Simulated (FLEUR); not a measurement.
# TiCo under changes of volume

One of the cells (13.313 Å³/atom); the others are scaled copies at fixed shape and fractional positions:

```
CELL_PARAMETERS angstrom
2.98611 0.00000 0.00000
0.00000 2.98611 0.00000
0.00000 0.00000 2.98611
ATOMIC_POSITIONS crystal
Co 0.50000 0.50000 0.50000
Ti 0.00000 0.00000 0.00000
```

The cell comes from a database or a generator and needn't be the stable form of this composition.

| Property | Result |
| --- | --- |
| Program | FLEUR MaX-R8.1 (later development tree) |
| Functional | SCAN |
| Potentials or basis | all-electron |
| Basis | FLAPW |
| Kmax | 4.47 1/bohr |
| k mesh | 9 × 9 × 9 |
| Occupations | fermi-dirac, width 0.05 eV |
| Spin | collinear spin, ferromagnetic start |
| Starting moments | [2.0, 1.001] μB |

```tsv
volume (Å³/atom)	energy over the lowest point (meV/atom)	moment (μB per cell)
12.515	29.51	0.89
12.781	13.24	0.89
13.313	0.00	0.89
13.846	8.93	0.91
14.112	?	?
```

Q: What does the run at 14.112 Å³/atom give?

A: Energy over the lowest point 20.17 meV/atom; moment 0.92 μB per cell.

Worked out: A Birch-Murnaghan fit of order 2 (a polynomial in V^(-2/3)) to the other rows has its minimum at 13.35 Å³/atom with B0 = V·E''(V) = 164 GPa. It gives 20.35 meV/atom at 14.112 Å³/atom, against the run's 20.17. A parabola through the other rows of the moment, of slope 0.0607 μB per Å³/atom there, extrapolates to 0.92 μB, against the run's 0.92.

Energies are extrapolated to zero smearing.

Caveats: the meta-GGA is that of a development version, with a GGA for the radial functions and cores and without core tails.
